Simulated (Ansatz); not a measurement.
# CuAu (P4/mmm) in Ansatz: a series of runs

Runs on CuAu. Level: r2SCAN. Tasks: single point, equation of state.

Program: Ansatz 0.2.0. These are calculated values, not measurements. Logs are shortened: lines on timing, memory, paths and dates and some standing lists are left out, and cuts for length are marked.

## 1. Starting point

The structure is tetragonal, space group P4/mmm (No. 123). Conventional cell: a = 2.811 Å, b = 2.811 Å, c = 3.685 Å, α = 90.00°, β = 90.00°, γ = 90.00°. Around Au (site symmetry 4/mmm) lie 8 Cu at 2.71 Å and 4 Au at 2.81 Å. Cu (site symmetry 4/mmm) is surrounded by 8 Au at 2.71 Å and 4 Cu at 2.81 Å.

## 2. Single point, r2SCAN, 13.68 Å³/atom (volume scaled by 0.94)

input.yaml reads:

```yaml
crystal:
  lattice:
    - [2.7533711214, 0.0, 0.0]
    - [0.0, 2.7533711214, 0.0]
    - [0.0, 0.0, 3.6097748106]
  atoms:
    - { symbol: Au, position: [0.0, 0.0, 0.0] }
    - { symbol: Cu, position: [0.5, 0.5, 0.5] }
hamiltonian:
  xc: r2scan
  pseudopotentials: { kind: paw }
kpoints:
  mp_grid: { grid: [9, 9, 7] }
scf:
  occupations: { method: fermi_dirac, width: 0.05 }
output:
  forces: true
  stress: true
  eigenvalues: true
  write_density: true
  write_potential: true
  elf: true
  volumetric_format: npy
```

Potentials or basis: Ansatz PAW.

Run with:

```sh
ansatz run input.yaml --threads 2 --pin off --max-ram 5632MiB --backend cpu --events-out ev --progress --plain --runs-dir out
```

Log:

```text
Warning: RAYON_NUM_THREADS=2 ignored (pool sized by the plan → 2); use --threads N
Engine: ansatz 0.2.0, aarch64-unknown-linux-gnu
Pseudopotentials: kind: paw
Pseudopotential: Au, paw, valence charge 19, recommended cutoff 500 eV (meta_gga), Au.paw.azcp
Pseudopotential: Cu, paw, valence charge 19, recommended cutoff 500 eV (meta_gga), Cu.paw.azcp
Functional definition: r2SCAN
  parameter k0 = 0.174
  parameter k1 = 0.065
  parameter a1 = 4.9479
  exchange = r2scan_x(k0 = k0, k1 = k1, a1 = a1)
  correlation = r2scan_c
Crystal: 2 atoms, lattice volume = 27.366 Å³
Basis set: ecut = 500 eV, 669 PW (Γ), exchange–correlation on 96×96×108 points (64 copies of the dense FFT grid, shifted against one another)
Bands: 23, of which v1, the nominal top of the filled ones, is band 19 counted from 1 (18 counted from 0)
Symmetry: 16 space group operations
Space group: P4/mmm (ITA 123), of the structure as read, at distance tolerance 3.0e-5 Å
k-points: 60 of 567
Non-local potential: Au, projectors of the file, l = 0: 3, l = 1: 2, l = 2: 2, l = 3: 1
Non-local potential: Cu, projectors of the file, l = 0: 3, l = 1: 2, l = 2: 3, l = 3: 1
PAW form: soft (Blöchl's): semilocal exchange-correlation on the pseudo side does not see the compensation charge
PAW frozen core: Au, regenerated for the run's functional (the file was generated under x = pbe(κ = 0.804, μ = 0.2195149727645171), c = pbe(β = 0.06672455060314922))
PAW frozen core: Cu, regenerated for the run's functional (the file was generated under x = pbe(κ = 0.804, μ = 0.2195149727645171), c = pbe(β = 0.06672455060314922))
PAW one-centre angular grid: Au, 590 points (default); XC on 160 Gauss nodes
PAW one-centre angular grid: Cu, 590 points (default); XC on 160 Gauss nodes
Initial density: superposition of atomic densities (neutral atoms: chi_scale 0, normalization atom), corrected by the library's trained network
Initial wavefunctions: pseudopotential atomic-orbital guess
Functional: x = r2scan, c = r2scan; τ floored in thin density (d = 2e-4 eV/Å³)
SCF iter   1: F=—  HF=-19794.835857 eV  |F-HF|=—  |Δ(HF+E_count)|=         —  Δρ=3.09e-2  dr2=1.52e-1  dr2_τ=7.87e-3  ethr=1.77e-3  ⟨swp⟩=5.2  Hψ=5266  notcnv=0
preconditioner: auto → Kerker (q_TF=auto, 2.882 Å⁻¹)  [metal: Δε(μ)=0.051 eV  Ē_g=11.906 eV  σ=0.050 eV  W_gap=0.25  n_scr=14 (ndim 8)  ℏωp=33.3 eV  f_vac=0.000  D(μ)=0.50/eV (n_scr^D=2)]
SCF iter   2: F=—  HF=-19794.825480 eV  |F-HF|=—  |Δ(HF+E_count)|=   1.04e-2  Δρ=1.24e-2  dr2=3.17e-2  dr2_τ=1.96e-3  ethr=4.01e-4  ⟨swp⟩=2.2  Hψ=2549  notcnv=0  defer=3
SCF iter   3: F=—  HF=-19794.815910 eV  |F-HF|=—  |Δ(HF+E_count)|=   9.57e-3  Δρ=9.69e-3  dr2=1.64e-2  dr2_τ=5.44e-4  ethr=8.35e-5  ⟨swp⟩=2.0  Hψ=2708  notcnv=0  defer=3
SCF iter   4: F=—  HF=-19794.813791 eV  |F-HF|=—  |Δ(HF+E_count)|=   2.12e-3  Δρ=3.41e-3  dr2=2.34e-3  dr2_τ=6.35e-5  ethr=4.31e-5  ⟨swp⟩=1.1  Hψ=1835  notcnv=0  defer=3
SCF iter   5: F=—  HF=-19794.813644 eV  |F-HF|=—  |Δ(HF+E_count)|=   1.48e-4  Δρ=8.89e-4  dr2=2.06e-4  dr2_τ=5.58e-6  ethr=6.15e-6  ⟨swp⟩=2.1  Hψ=1804  notcnv=0  defer=3
SCF iter   6: F=—  HF=-19794.813773 eV  |F-HF|=—  |Δ(HF+E_count)|=   1.29e-4  Δρ=2.77e-4  dr2=2.04e-5  dr2_τ=1.34e-6  ethr=5.43e-7  ⟨swp⟩=2.0  Hψ=2053  notcnv=0  defer=3
SCF iter   7: F=—  HF=-19794.813770 eV  |F-HF|=—  |Δ(HF+E_count)|=   2.44e-6  Δρ=1.13e-4  dr2=3.11e-6  dr2_τ=6.10e-8  ethr=5.36e-8  ⟨swp⟩=2.1  Hψ=1959  notcnv=0  defer=3
SCF iter   8: F=—  HF=-19794.813773 eV  |F-HF|=—  |Δ(HF+E_count)|=   2.87e-6  Δρ=2.29e-5  dr2=1.71e-7  dr2_τ=6.76e-9  ethr=8.19e-9  ⟨swp⟩=2.0  Hψ=2015  notcnv=0  defer=3
SCF iter   9: F=-19794.813773 eV  HF=-19794.813773 eV  |F-HF|=9.97e-10  |Δ(HF+E_count)|=   1.03e-7  Δρ=6.28e-6  dr2=1.50e-8  dr2_τ=6.31e-10  ethr=2.63e-10  ⟨swp⟩=8.9  Hψ=9099  notcnv=0
SCF 1 converged in 9 iterations: F = -19794.813773 eV  dr2 = 1.50e-8
SCF converged after 9 iterations
Free energy (F): -19794.813773 eV
Harris-Foulkes:  -19794.813773 eV  (|F-HF|=9.97e-10)
Internal energy: -19794.810265 eV  (E = F + TS)
E sigma→0 (E₀):  -19794.812019 eV
Entropy (-TS):   -0.003508 eV (-1.754 meV/atom)
Fermi energy:    20.398315 eV
--- Per-component energies (eV) ---
  E_band       = -551.764047
  E_kinetic    = 907.155336
  E_local      = -5710.425415  (includes V_loc(G=0)·N_el)
  E_nonlocal   = 475.686777
  E_hartree    = 2526.713672
  E_xc         = -302.868010
  E_vxc        = -432.748017  (∫ρ·V_xc dr)
  E_paw        = -11413.634164  (= ΣΔE_a)
  E_vpaw       = -874.745052  (= ΣTr[D̂ρ^β])
  E_aug_tail   = 0.000878  (compensation charges beyond the density's cutoff)
  E_vtau       = 29.883196  (kinetic-family band-sum trace: ∫τ·v_τ [+ j·A + Jᵃ·Aᵃ] dr)
  E_ewald      = -6276.961907
  E_core_change = -0.477432  (= ΣΔE_core)
  E_smearing   = -0.003508  (= −TS)
  E_closure    = 0.000000  (closes the sum)
  Σ components = -19794.813773   (vs F -19794.813773, Δ=0.00e0)
--- Forces (eV/Å), atoms counted from 1 ---
  atom   1  Au     0.00000000     0.00000000     0.00000000
  atom   2  Cu     0.00000000    -0.00000000    -0.00000000
  max |Σ_I F_I| component: 8.68e-29 eV/Å
--- Stress (GPa, compression-positive) ---
       11.796042      -0.000000      -0.000000
       -0.000000      11.796042      -0.000000
       -0.000000      -0.000000       9.977949
  P = ⅓ Tr σ = 11.1900 GPa (111.900 kbar)
--- Band table (eV; the first three rows and the last of 60) ---
  k-point 0: bands = ["-95.8616", "-87.8922", "-51.7103", "-51.6918", "-51.6918", "-38.7328", "-38.6494", "-38.6494", "9.7194", "12.9537", "13.1474", "15.8670", "15.8670", "17.0636", "17.2487", "18.0125", "18.5376", "18.8111", "18.8111", "22.5689", "29.4570", "31.1940", "31.1940"]
  k-point 1: bands = ["-95.8616", "-87.8922", "-51.7103", "-51.6917", "-51.6917", "-38.7344", "-38.6494", "-38.6494", "9.9876", "13.0039", "13.2511", "15.9220", "15.9220", "17.1077", "17.1706", "17.9333", "18.4868", "18.6370", "18.6370", "21.1387", "31.2641", "31.7217", "31.7217"]
  k-point 2: bands = ["-95.8616", "-87.8922", "-51.7104", "-51.6917", "-51.6917", "-38.7381", "-38.6494", "-38.6494", "10.7097", "13.1235", "13.5311", "16.0699", "16.0699", "16.9885", "17.2208", "17.6617", "18.2380", "18.2380", "18.3587", "18.8071", "33.1716", "33.1716", "34.6134"]
  k-point 59: bands = ["-95.8586", "-87.8745", "-51.7127", "-51.7127", "-51.7065", "-38.8389", "-38.8386", "-38.7016", "13.0422", "13.9025", "13.9785", "16.1075", "16.8310", "16.8394", "17.2031", "18.0269", "18.5008", "18.5506", "24.2199", "26.0644", "26.1092", "27.1940", "28.4835"]
```

Wall time 3.4 s (2 threads of Arm Neoverse V2, shared host); peak memory 0.4 GiB.

What came out:

```
Free energy            : -19794.8138 eV
Pressure               : 11.2 GPa
Band gap on the k mesh : none (metal or under the smearing width)
```

Caveat: the PAW data sets come from PBE, with cores solved anew for the run's functional, which leaves a small shift of forces and pressure.

## 3. Single point, r2SCAN, 13.97 Å³/atom (volume scaled by 0.96)

input.yaml reads:

```yaml
crystal:
  lattice:
    - [2.7727616977, 0.0, 0.0]
    - [0.0, 2.7727616977, 0.0]
    - [0.0, 0.0, 3.6351965976]
  atoms:
    - { symbol: Au, position: [0.0, 0.0, 0.0] }
    - { symbol: Cu, position: [0.5, 0.5, 0.5] }
hamiltonian:
  xc: r2scan
  pseudopotentials: { kind: paw }
kpoints:
  mp_grid: { grid: [9, 9, 7] }
scf:
  occupations: { method: fermi_dirac, width: 0.05 }
output:
  forces: true
  stress: true
  eigenvalues: true
```

Potentials or basis: Ansatz PAW.

Run with:

```sh
ansatz run input.yaml --threads 2 --pin off --max-ram 5632MiB --backend cpu --events-out ev --progress --plain --runs-dir out
```

Wall time 3 s (2 threads of Arm Neoverse V2, shared host); peak memory 0.39 GiB.

The run converged. Its results:

```
Free energy            : -19794.8463 eV
Pressure               : 6.8 GPa
Band gap on the k mesh : none (metal or under the smearing width)
```

Caveat: the PAW data sets come from PBE, with cores solved anew for the run's functional, which leaves a small shift of forces and pressure.

## 4. Single point, r2SCAN, 14.27 Å³/atom (volume scaled by 0.98)

input.yaml: that of step 3 with these lines changed.

```diff
@@ -2,5 +2,5 @@
   lattice:
-    - [2.7727616977, 0.0, 0.0]
-    - [0.0, 2.7727616977, 0.0]
-    - [0.0, 0.0, 3.6351965976]
+    - [2.7918847965, 0.0, 0.0]
+    - [0.0, 2.7918847965, 0.0]
+    - [0.0, 0.0, 3.6602677112]
   atoms:
```

Run with:

```sh
ansatz run input.yaml --threads 2 --pin off --max-ram 5632MiB --backend cpu --events-out ev --progress --plain --runs-dir out
```

It took 2.9 s on 2 threads of Arm Neoverse V2, shared host; peak memory 0.4 GiB.

The run converged. Its results:

```
Free energy            : -19794.8640 eV
Pressure               : 3.0 GPa
Band gap on the k mesh : none (metal or under the smearing width)
```

Caveat: the PAW data sets come from PBE, with cores solved anew for the run's functional, which leaves a small shift of forces and pressure.

## 5. Single point, r2SCAN, 14.56 Å³/atom

input.yaml: that of step 4 with these lines changed.

```diff
@@ -2,5 +2,5 @@
   lattice:
-    - [2.7918847965, 0.0, 0.0]
-    - [0.0, 2.7918847965, 0.0]
-    - [0.0, 0.0, 3.6602677112]
+    - [2.8107494552, 0.0, 0.0]
+    - [0.0, 2.8107494552, 0.0]
+    - [0.0, 0.0, 3.685]
   atoms:
```

Run with:

```sh
ansatz run input.yaml --threads 2 --pin off --max-ram 5632MiB --backend cpu --events-out ev --progress --plain --runs-dir out
```

Run time: 3 s. Hardware: 2 threads of Arm Neoverse V2, shared host; peak memory 0.4 GiB.

It converged, with:

* Free energy: -19794.8685 eV
* Pressure: -0.4 GPa
* Band gap on the k mesh: none (metal or under the smearing width)

Caveat: the PAW data sets come from PBE, with cores solved anew for the run's functional, which leaves a small shift of forces and pressure.

## 6. Single point, r2SCAN, 14.85 Å³/atom (volume scaled by 1.02)

input.yaml: that of step 5 with these lines changed.

```diff
@@ -2,5 +2,5 @@
   lattice:
-    - [2.8107494552, 0.0, 0.0]
-    - [0.0, 2.8107494552, 0.0]
-    - [0.0, 0.0, 3.685]
+    - [2.8293642325, 0.0, 0.0]
+    - [0.0, 2.8293642325, 0.0]
+    - [0.0, 0.0, 3.7094046847]
   atoms:
@@ -19 +19,5 @@
   eigenvalues: true
+  write_density: true
+  write_potential: true
+  elf: true
+  volumetric_format: npy
```

Potentials or basis: Ansatz PAW.

Run with:

```sh
ansatz run input.yaml --threads 2 --pin off --max-ram 5632MiB --backend cpu --events-out ev --progress --plain --runs-dir out
```

Wall time 3.6 s (2 threads of Arm Neoverse V2, shared host); peak memory 0.42 GiB.

Results (log left out):

```yaml
Free_energy: -19794.8616 eV
Pressure: -3.3 GPa
Band_gap_on_the_k_mesh: none (metal or under the smearing width)
```

Caveat: the PAW data sets come from PBE, with cores solved anew for the run's functional, which leaves a small shift of forces and pressure.

## 7. Single point, r2SCAN, 15.14 Å³/atom (volume scaled by 1.04)

input.yaml reads:

```yaml
crystal:
  lattice:
    - [2.8477372423, 0.0, 0.0]
    - [0.0, 2.8477372423, 0.0]
    - [0.0, 0.0, 3.7334924031]
  atoms:
    - { symbol: Au, position: [0.0, 0.0, 0.0] }
    - { symbol: Cu, position: [0.5, 0.5, 0.5] }
hamiltonian:
  xc: r2scan
  pseudopotentials: { kind: paw }
kpoints:
  mp_grid: { grid: [9, 9, 7] }
scf:
  occupations: { method: fermi_dirac, width: 0.05 }
output:
  forces: true
  stress: true
  eigenvalues: true
```

Run with:

```sh
ansatz run input.yaml --threads 2 --pin off --max-ram 5632MiB --backend cpu --events-out ev --progress --plain --runs-dir out
```

Wall time 3 s (2 threads of Arm Neoverse V2, shared host); peak memory 0.41 GiB.

It converged, with:

```
Free energy            : -19794.8447 eV
Pressure               : -5.9 GPa
Band gap on the k mesh : none (metal or under the smearing width)
```

Caveat: the PAW data sets come from PBE, with cores solved anew for the run's functional, which leaves a small shift of forces and pressure.

## 8. Single point, r2SCAN, 15.43 Å³/atom (volume scaled by 1.06)

input.yaml: that of step 7 with these lines changed.

```diff
@@ -2,5 +2,5 @@
   lattice:
-    - [2.8477372423, 0.0, 0.0]
-    - [0.0, 2.8477372423, 0.0]
-    - [0.0, 0.0, 3.7334924031]
+    - [2.8658761851, 0.0, 0.0]
+    - [0.0, 2.8658761851, 0.0]
+    - [0.0, 0.0, 3.7572732506]
   atoms:
```

Run with:

```sh
ansatz run input.yaml --threads 2 --pin off --max-ram 5632MiB --backend cpu --events-out ev --progress --plain --runs-dir out
```

Wall time 3 s (2 threads of Arm Neoverse V2, shared host); peak memory 0.41 GiB.

It converged, with:

| Property | Result |
| --- | --- |
| Free energy | -19794.8191 eV |
| Pressure | -8.2 GPa |
| Band gap on the k mesh | none (metal or under the smearing width) |

Caveat: the PAW data sets come from PBE, with cores solved anew for the run's functional, which leaves a small shift of forces and pressure.

## 9. Equation of state, r2SCAN

Potentials or basis: Ansatz PAW.

No new run: the results of the series are fitted here.

Results:

```
Equilibrium volume                        : 14.52 Å³/atom
Bulk modulus at fixed shape and positions : 159 GPa
Pressure derivative of the bulk modulus   : 5.6
```

Energy against volume, from the lowest point:
| volume (Å³/atom) | energy (meV/atom) |
| --- | --- |
| 13.683 | 27.37 |
| 13.974 | 11.09 |
| 14.265 | 2.28 |
| 14.556 | 0.00 |
| 14.847 | 3.44 |
| 15.139 | 11.90 |
| 15.430 | 24.73 |

Caveat: the cell was scaled at fixed shape and fractional positions, which overstates the stiffness of a crystal with free parameters, most of all of layers and chains; the PAW data sets were made with another functional, which shifts forces and pressure a little. Spin-orbit coupling is left out, which matters for the levels of Au.
